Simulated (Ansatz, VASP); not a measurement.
# InGe2: VASP beside Ansatz, part 2 of 2

One calculation is typed for both programs; each brings its own data sets. How far apart do they land? The cell is generated by rule, not measured, and may not be a known phase. The cell is taken from a series of runs on this material, whose earlier steps may have relaxed, scaled, displaced or heated it; both programs get it as it stands.

VASP 6.6.1 and Ansatz 0.2.0.

So far. Step 5 (VASP: single point, PBE, pair 2): The run ends at a pressure of -0.17 GPa, with forces up to 0.12 eV/Å. Step 6 (Ansatz: single point, PBE, pair 2): The run ends at a pressure of -0.12 GPa, with forces up to 0.12 eV/Å.

The structure was built from a prototype and need not be the compound's stable phase.

## 7. Side by side

Both answers:

| quantity | Ansatz | VASP | difference |
| --- | --- | --- | --- |
| pressure (GPa) | -0.12 | -0.17 | +0.05 |

Forces (eV/Å; atoms numbered as in POSCAR):

| atom | Ansatz x, y, z | VASP x, y, z |
| --- | --- | --- |
| In1 | 0.000, 0.000, 0.000 | 0.000, 0.000, 0.000 |
| In2 | 0.000, 0.000, 0.000 | 0.000, 0.000, 0.000 |
| Ge3 | 0.000, 0.000, 0.116 | 0.000, 0.000, 0.116 |
| Ge4 | 0.000, 0.000, -0.116 | 0.000, 0.000, -0.116 |
| Ge5 | 0.000, 0.000, -0.116 | 0.000, 0.000, -0.116 |
| Ge6 | 0.000, 0.000, 0.116 | 0.000, 0.000, 0.116 |

The forces differ by 0.2 meV/Å r.m.s., which is 0.3 % of the r.m.s. force of 0.055 eV/Å (both taken over all components).

## 8. Ansatz: single point, PBE, pair 3

A single point gives forces, pressure and levels at one fixed geometry, so differences don't come from the geometry; what else differs is listed under the comparison.

The cell is taken from a series of runs on this material, whose earlier steps may have relaxed, scaled, displaced or heated it; both programs get it as it stands.

Contents of input.yaml:

```yaml
crystal:
  lattice:
    - [4.4813099044, 3.7191e-06, 0.0]
    - [2.2406517314, 3.880930079, 0.0]
    - [0.0, 0.0, 8.3579319619]
  atoms:
    - { symbol: In, position: [1.0, 0.0, 0.0] }
    - { symbol: In, position: [1.0, 0.0, 0.5] }
    - { symbol: Ge, position: [0.6666666667, 0.6666666667, 0.2763223009] }
    - { symbol: Ge, position: [0.6666666667, 0.6666666667, 0.7236776991] }
    - { symbol: Ge, position: [0.3333333333, 0.3333333333, 0.2236776991] }
    - { symbol: Ge, position: [0.3333333333, 0.3333333333, 0.7763223009] }
kpoints:
  mp_grid: { grid: [9, 9, 4] }
hamiltonian:
  xc: pbe
  pseudopotentials: { kind: nc }
scf:
  occupations: { method: methfessel_paxton, width: 0.2 }
output:
  forces: true
  stress: true
  eigenvalues: true
```

Command:

```sh
$ ansatz run input.yaml --threads 8 --pin off --max-ram 14336MiB --backend cpu --events-out ev --progress --plain --runs-dir out
```

Numbers of over 12 decimals in the logs are rounded to 6 here.

Output:

```text
[...]
Crystal: 6 atoms, lattice volume = 145.358 Å³
Basis set: ecut = 1061.244064 eV, 11415 PW (Γ), exchange–correlation on 96×96×180 points (8 copies of the dense FFT grid, shifted against one another)
Bands: 50, of which v1, the nominal top of the filled ones, is band 41 counted from 1 (40 counted from 0)
Symmetry: 24 space group operations
[...]
k-points: 36 of 324
[...]
k-point 0: bands = [... 37 lower, 7.9231, 8.2395, 8.2395, 8.2625, 9.9335, 9.9335, 11.4784, 11.9093, ... 5 higher]
  k-point 1: bands = [... 37 lower, 7.9641, 8.1866, 8.1866, 8.9956, 10.0946, 10.0946, 11.1281, 11.2774, ... 5 higher]
  k-point 2: bands = [... 37 lower, 8.0696, 8.0696, 8.0696, 10.1029, 10.1029, 10.5589, 10.5589, 10.5589, ... 5 higher]
  k-point 35: bands = [... 37 lower, 7.8419, 7.8673, 7.8673, 8.2862, 8.2862, 12.4467, 12.4467, 12.6254, ... 5 higher]
[key lines of the parts left out:]
SCF converged after 8 iterations
Free energy (F): -13336.035807 eV
Fermi energy:    9.684563 eV
P = ⅓ Tr σ = -0.3749 GPa (-3.749 kbar)
```

The run ends at a pressure of -0.37 GPa, with forces up to 0.22 eV/Å.

## 9. VASP: single point, PBE, pair 3

The same cell, functional, mesh and smearing now go to VASP, with its own data sets.

Contents of INCAR:

```
SYSTEM = InGe2
PREC = Accurate
ENCUT = 500
EDIFF = 1E-06
NELM = 120
ISMEAR = 1
SIGMA = 0.2
LREAL = .FALSE.
ALGO = Normal
GGA = PE
NBANDS = 50
LORBIT = 11
LWAVE = .FALSE.
LCHARG = .FALSE.
ISIF = 2
LASPH = .TRUE.
GGA_COMPAT = .FALSE.
KPAR = 2
```

Contents of POSCAR:

```
InGe2
1.0
    4.4813099044      0.0000037191      0.0000000000
    2.2406517314      3.8809300790      0.0000000000
    0.0000000000      0.0000000000      8.3579319619
In Ge
2 4
Direct
    0.0000000000      0.0000000000      0.0000000000
    0.0000000000      0.0000000000      0.5000000000
    0.6666666667      0.6666666667      0.2763223009
    0.6666666667      0.6666666667      0.7236776991
    0.3333333333      0.3333333333      0.2236776991
    0.3333333333      0.3333333333      0.7763223009
```

Contents of KPOINTS:

```
Automatic mesh
0
Gamma
9 9 4
0 0 0
```

The projector-augmented-wave data sets are In_d and Ge_d (PBE family, release 64).

Command:

```sh
$ mpirun -np 2 vasp_std
```

Output:

```text
[... set-up lines as in an earlier step ...]
 entering main loop
       N       E                     dE             d eps       ncg     rms          rms(c)
DAV:   1     0.911668450807E+03    0.91167E+03   -0.37733E+04  4168   0.385E+03
DAV:   2     0.168033471041E+03   -0.74363E+03   -0.72165E+03  3600   0.992E+02
DAV:   3    -0.704744800999E+01   -0.17508E+03   -0.17131E+03  3758   0.270E+02
DAV:   4    -0.214052653065E+02   -0.14358E+02   -0.14018E+02  4270   0.835E+01
[...]
DAV:  11    -0.216730617390E+02    0.17312E-04   -0.49147E-05  4422   0.529E-02    0.517E-03
DAV:  12    -0.216730627043E+02   -0.96533E-06   -0.12081E-05  3512   0.143E-02    0.543E-03
DAV:  13    -0.216730623785E+02    0.32582E-06   -0.14670E-06  2588   0.921E-03
   1 F= -.21673062E+02 E0= -.21670157E+02  d E =-.871570E-02
```

From OUTCAR (step 9):

```text
  Total       -0.3916076     -0.3916076     -0.3954462     -0.0000000     -0.0000000      0.0000000
  in kB       -4.3164057     -4.3164057     -4.3587160     -0.0000000     -0.0000000      0.0000000
  external PRESSURE =      -4.3305092 kB  Pullay stress =       0.0000000 kB

 POSITION                                       TOTAL-FORCE (eV/Angst)
 -----------------------------------------------------------------------------------
      0.00000      0.00000      0.00000         0.000000      0.000000     -0.000000
      0.00000      0.00000      4.17897        -0.000000     -0.000000     -0.000000
      4.48131      2.58729      2.30948        -0.000000     -0.000000      0.217247
      4.48131      2.58729      6.04845        -0.000000      0.000000     -0.217247
      2.24065      1.29364      1.86948         0.000000      0.000000     -0.217247
      2.24065      1.29364      6.48845         0.000000     -0.000000      0.217247
 -----------------------------------------------------------------------------------
    total drift:                                0.000000      0.000000     -0.000000

  FREE ENERGIE OF THE ION-ELECTRON SYSTEM (eV)
  ---------------------------------------------------
  free  energy   TOTEN  =       -21.6730623785 eV

  energy  without entropy=      -21.6643466818  energy(sigma->0) =      -21.67015715

[... 2 parts as in an earlier step ...]

[... 1 further part left out ...]
[key lines of the parts left out:]
E-fermi :   5.7480
```

The run ends at a pressure of -0.43 GPa, with forces up to 0.22 eV/Å.

## 10. Side by side

Both answers:

| quantity | Ansatz | VASP | difference |
| --- | --- | --- | --- |
| pressure (GPa) | -0.37 | -0.43 | +0.06 |

Forces (eV/Å; atoms numbered as in POSCAR):

| atom | Ansatz x, y, z | VASP x, y, z |
| --- | --- | --- |
| In1 | 0.000, 0.000, 0.000 | 0.000, 0.000, 0.000 |
| In2 | 0.000, 0.000, 0.000 | 0.000, 0.000, 0.000 |
| Ge3 | 0.000, 0.000, 0.218 | 0.000, 0.000, 0.217 |
| Ge4 | 0.000, 0.000, -0.218 | 0.000, 0.000, -0.217 |
| Ge5 | 0.000, 0.000, -0.218 | 0.000, 0.000, -0.217 |
| Ge6 | 0.000, 0.000, 0.218 | 0.000, 0.000, 0.217 |

The forces differ by 0.3 meV/Å r.m.s., which is 0.3 % of the r.m.s. force of 0.102 eV/Å (both taken over all components).

## 11. Summary of results

```
r.m.s. force difference (single point, PBE, pair 1) : 1.8 meV/Å
r.m.s. force difference (single point, PBE, pair 2) : 0.16 meV/Å
r.m.s. force difference (single point, PBE, pair 3) : 0.35 meV/Å
```

In words: The r.m.s. force difference is 1.8 meV/Å (single point, PBE, pair 1), within the 12 meV/Å picked in this series as the mark of a large difference. 5 further runs of this series are not shown here. How closely two codes agree says nothing of how well the functional describes the real material.

[Lines on the potential files, build, host, timing and source positions are cut from VASP's logs without a mark.]

[Logs are printed without paths, hosts, clocks, repeated set-up lines and the standing remarks that a program may print on its own settings, such as how far it seeks lower states.]

[Hosts, paths, dates, database ids (printed as entryN), source tags and the programs' standing remarks are cut or masked in the printed files.]
